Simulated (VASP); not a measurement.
# Bi (I4_132) in VASP: single point with PBE

Aim: the single point of Bi with PBE.

Everything below comes from runs of VASP 6.6.1. Logs are shortened: lines on timing, memory, paths and dates and some standing lists are left out, and cuts for length are marked.

## (1) Starting point

It takes space group I4_132 (No. 214, cubic). The conventional cell has a = 8.037 Å, b = 8.037 Å, c = 8.037 Å, α = 90.00°, β = 90.00°, γ = 90.00°. Around Bi (site symmetry 32) lie 3 Bi at 2.84 Å.

The cell was built by a generator and needn't be a form met in nature.

## (2) Single point, PBE

Contents of INCAR:

```
  ALGO = Normal
  EDIFF = 1E-6
  ENCUT = 520
  GGA = PE
  ISIF = 2
  ISMEAR = 0
  LASPH = T
  LCHARG = T
  LELF = T
  LREAL = F
  LVHAR = T
  LWAVE = F
  NBANDS = 38
  NELM = 100
  PREC = Accurate
  SIGMA = 0.1
```

Contents of KPOINTS:

```
k-points
0
Gamma
  4 4 4
```

Contents of POSCAR:

```
Bi
1.0
   -4.0186292600      4.0186292600      4.0186292600
    4.0186292600     -4.0186292600      4.0186292600
    4.0186292600      4.0186292600     -4.0186292600
Bi
4
Direct
    0.7500000000      0.7500000000      0.7500000000
    0.5000000000      0.0000000000      0.7500000000
    0.0000000000      0.7500000000      0.5000000000
    0.7500000000      0.5000000000      0.0000000000
```

Potentials or basis: VASP PAW PBE potentials, release 64 (Bi_d).

Launch:

```sh
> cat potpaw_PBE.64/Bi_d/POTCAR > POTCAR
> mpirun -np 1 vasp_std > vasp.out
```

OUTCAR:

```text
EDIFF = 1E-6
   ENCUT = 520
   GGA = PE
   ISIF = 2
   ISMEAR = 0
   LASPH = T
   LREAL = F
   NELM = 100
   PREC = Accurate

 ion  position               nearest neighbor table
   1  0.750  0.750  0.750-   2 2.84   3 2.84   4 2.84
   2  0.500  0.000  0.750-   4 2.84   3 2.84   1 2.84
   3  0.000  0.750  0.500-   2 2.84   1 2.84   4 2.84
   4  0.750  0.500  0.000-   2 2.84   3 2.84   1 2.84

  LATTYP: Found a body centered cubic cell.
 ALAT       =     8.0372585200

  Lattice vectors:

 A1 = (  -4.0186292600,   4.0186292600,   4.0186292600)
 A2 = (   4.0186292600,  -4.0186292600,   4.0186292600)
 A3 = (   4.0186292600,   4.0186292600,  -4.0186292600)

Analysis of symmetry for initial positions (statically):
=====================================================================
 Subroutine PRICEL returns:
 Original cell was already a primitive cell.

 Routine SETGRP: Setting up the symmetry group for a
 body centered cubic supercell.

 Subroutine GETGRP returns: Found 24 space group operations
 (whereof  3 operations were pure point group operations)
 out of a pool of 48 trial point group operations.

The static configuration has the point symmetry C_3 .
 The point group associated with its full space group is O   .

Analysis of symmetry for dynamics (positions and initial velocities):
=====================================================================
 Subroutine PRICEL returns:
 Original cell was already a primitive cell.

 Routine SETGRP: Setting up the symmetry group for a
 body centered cubic supercell.

 Subroutine GETGRP returns: Found 24 space group operations
 (whereof  3 operations were pure point group operations)
 out of a pool of 48 trial point group operations.

The dynamic configuration has the point symmetry C_3 .
 The point group associated with its full space group is O   .

 Subroutine INISYM returns: Found 24 space group operations
 (whereof  3 operations are pure point group operations),
 and found     1 'primitive' translations

----------------------------------------------------------------------------------------

                                     Primitive cell

  volume of cell :     259.5935

[... 70 lines left out ...]
   LNONCOLLINEAR =      F non collinear calculations
   LSORBIT =      F    spin-orbit coupling
   LASPH  =      T    aspherical Exc in radial PAW
   ENCUT  =  520.0 eV  38.22 Ry    6.18 a.u.  12.94 12.94 12.94*2*pi/ulx,y,z
   NELM   =    100;   NELMIN=  2; NELMDL= -5     # of ELM steps
   EDIFF  = 0.1E-05   stopping-criterion for ELM
   LREAL  =      F    real-space projection
   EDIFFG = 0.1E-04   stopping-criterion for IOM
   NSW    =      0    number of steps for IOM
   IBRION =     -1    ionic relax: 0-MD 1-quasi-New 2-CG
   NFREE  =      0    steps in history (QN), initial steepest desc. (CG)
   ISIF   =      2    stress and relaxation
   ISYM   =      2    0-nonsym 1-usesym 2-fastsym
   POTIM  = 0.5000    time-step for ionic-motion
   TEBEG  =    0.0;   TEEND  =   0.0 temperature during run
   PSTRESS=    0.0 pullay stress
   NELECT =      60.0000    total number of electrons
   NUPDOWN=      -1.0000    fix difference up-down
   EMIN   =  10.00;   EMAX   =-10.00  energy-range for DOS
   EFERMI =   0.00;   METHOD = LEGACY
   ISMEAR =     0;   SIGMA  =   0.10  broadening in eV -4-tet -1-fermi 0-gaus
   EFERMI_NEDOS =   21; number of points for ismear=-14 and -15
   IALGO  =     38    algorithm
   IMIX   =      4    mixing-type and parameters
     AMIX     =   0.40;   BMIX     =  1.00
     AMIX_MAG =   1.60;   BMIX_MAG =  1.00
  volume/ion in A,a.u.               =      64.90       437.96
  Fermi-wavevector in a.u.,A,eV,Ry     =   1.004679  1.898568 13.733446  1.009380
  Thomas-Fermi vector in A             =   2.137310
   LORBIT       =      0    0 simple, 1 ext, 2 COOP (PROOUT), +10 PAW based schemes
   GGA     = PE    functional components
   LHFCALC =     F    Hartree Fock is set to
   AEXX    =    0.0000 exact exchange contribution
   IVDW    =     0    specifies the selected vdW correction
   LEPSILON=     F    determine dielectric tensor
   LRPA    =     F    only Hartree local field effects (RPA)
 non-spin polarized calculation
 Gauss-broadening in eV      SIGMA  =   0.10
  energy-cutoff  :      520.00
  volume of cell :      259.59
 maximum number of plane-waves:      7015
 NGX is ok and might be reduce to    54
   NGX = 25   NGY = 25   NGZ = 25

 number of electron      59.9999980 magnetization

 Free energy of the ion-electron system (eV)
  ---------------------------------------------------
  ext. energy  EPLUGINS =         0.00000000
  ---------------------------------------------------
  free energy    TOTEN  =       -12.19311440 eV

  energy without entropy =      -12.17543338  energy(sigma->0) =      -12.18427389

 E-fermi :   1.2395     XC(G=0):  -6.3099

 val. band max:        1.1830087803   @ k =  -0.2500   0.2500   0.2500
 cond. band min:       1.2546030249   @ k =  -0.2500   0.2500   0.2500
 fundamental gap:      0.0715942446
 Fermi energy:         1.2395290848

 k-point     1 :       0.0000    0.0000    0.0000
  band No.  band energies     occupation
      1     -21.7636      2.00000
      2     -21.7636      2.00000
      3     -21.6520      2.00000
      4     -21.6520      2.00000
      5     -21.6520      2.00000
      6     -21.4997      2.00000
[... 317 lines left out ...]
     37       7.0034      0.00000
     38       7.0034      0.00000

------------------------ aborting loop because EDIFF is reached ----------------------------------------

  FORCE on cell =-STRESS in cart. coord.  units (eV):
  Direction    XX          YY          ZZ          XY          YZ          ZX
  --------------------------------------------------------------------------------------
  -------------------------------------------------------------------------------------
  Total        6.7247437      6.7247437      6.7247437      0.0000000     -0.0000000      0.0000000
  in kB       41.5042434     41.5042434     41.5042434      0.0000000     -0.0000000      0.0000000
  external PRESSURE =      41.5042434 kB  Pullay stress =       0.0000000 kB

 VOLUME and BASIS-vectors are now :
 -----------------------------------------------------------------------------
  energy-cutoff  :      520.00
  volume of cell :      259.59
      direct lattice vectors                 reciprocal lattice vectors
    -4.018629260  4.018629260  4.018629260     0.000000000  0.124420534  0.124420534
     4.018629260 -4.018629260  4.018629260     0.124420534  0.000000000  0.124420534
     4.018629260  4.018629260 -4.018629260     0.124420534  0.124420534  0.000000000

 POSITION                                       TOTAL-FORCE (eV/Angst)
 -----------------------------------------------------------------------------------
      3.01397      3.01397      3.01397        -0.000000      0.000000     -0.000000
      1.00466      5.02329     -1.00466         0.000000     -0.000000      0.000000
      5.02329     -1.00466      1.00466         0.000000     -0.000000     -0.000000
     -1.00466      1.00466      5.02329        -0.000000      0.000000      0.000000
 -----------------------------------------------------------------------------------
    total drift:                               -0.000000      0.000000      0.000000

  FREE ENERGIE OF THE ION-ELECTRON SYSTEM (eV)
  ---------------------------------------------------
  free  energy   TOTEN  =       -12.1931144044 eV

  energy  without entropy=      -12.1754333786  energy(sigma->0) =      -12.18427389
```

OSZICAR:

```text
N       E                     dE             d eps       ncg     rms          rms(c)
DAV:   1     0.651520906345E+03    0.65152E+03   -0.30538E+04   608   0.157E+03
DAV:   2     0.538648641859E+02   -0.59766E+03   -0.58903E+03   614   0.436E+02
DAV:   3    -0.943252631146E+01   -0.63297E+02   -0.62620E+02   740   0.177E+02
DAV:   4    -0.121062296928E+02   -0.26737E+01   -0.26704E+01   706   0.403E+01
DAV:   5    -0.122510881406E+02   -0.14486E+00   -0.14485E+00   828   0.785E+00    0.162E+00
DAV:   6    -0.122105502282E+02    0.40538E-01   -0.50141E-02   828   0.141E+00    0.962E-01
DAV:   7    -0.121910490528E+02    0.19501E-01   -0.65456E-02   670   0.170E+00    0.182E-01
DAV:   8    -0.121925260794E+02   -0.14770E-02   -0.72546E-03   672   0.825E-01    0.897E-02
DAV:   9    -0.121930580073E+02   -0.53193E-03   -0.11667E-03   800   0.208E-01    0.267E-02
DAV:  10    -0.121930813569E+02   -0.23350E-04   -0.83687E-05   696   0.859E-02    0.153E-02
DAV:  11    -0.121931135654E+02   -0.32208E-04   -0.96334E-05   700   0.820E-02    0.913E-03
DAV:  12    -0.121931136254E+02   -0.60050E-07   -0.10097E-05   720   0.349E-02    0.331E-03
DAV:  13    -0.121931144044E+02   -0.77897E-06   -0.18968E-06   410   0.134E-02
   1 F= -.12193114E+02 E0= -.12184274E+02  d E =-.176810E-01
```

stdout:

```text
POSCAR found type information on POSCAR Bi
 POSCAR found :  1 types and       4 ions
 scaLAPACK will be used
 LDA part: xc-table for (Slater+PW92), standard interpolation
 POSCAR, INCAR and KPOINTS ok, starting setup
 FFT: planning ... GRIDC
 FFT: planning ... GRID_SOFT
 FFT: planning ... GRID
 WAVECAR not read
 entering main loop
```

Wall time 79 s (1 thread of Intel Xeon Platinum 8488C (Sapphire Rapids), shared host); peak memory 0.39 GiB.

What came out:

| Quantity | Value |
| --- | --- |
| Free energy | -12.1931 eV |
| Pressure | 4.2 GPa |
| Band gap on the k mesh | none (metal or under the smearing width) |

Levels at points of the mesh, in eV from the Fermi level:
```csv
k point,band 26,band 27,band 28,band 29,band 30,band 31,band 32,band 33,band 34,band 35
"(0.00, 0.00, 0.00)",-3.44,-1.18,-1.18,-1.18,0.64,0.64,0.64,1.11,2.78,5.56
"(0.50, 0.00, 0.00)",-3.11,-1.63,-1.20,-1.07,-0.58,0.36,1.24,2.99,3.29,3.90
"(0.50, 0.50, 0.50)",-3.41,-3.41,-0.58,0.23,0.23,0.23,1.61,1.61,1.61,4.82
```

Caveat: spin-orbit coupling is left out, which moves the levels of the heavy elements.
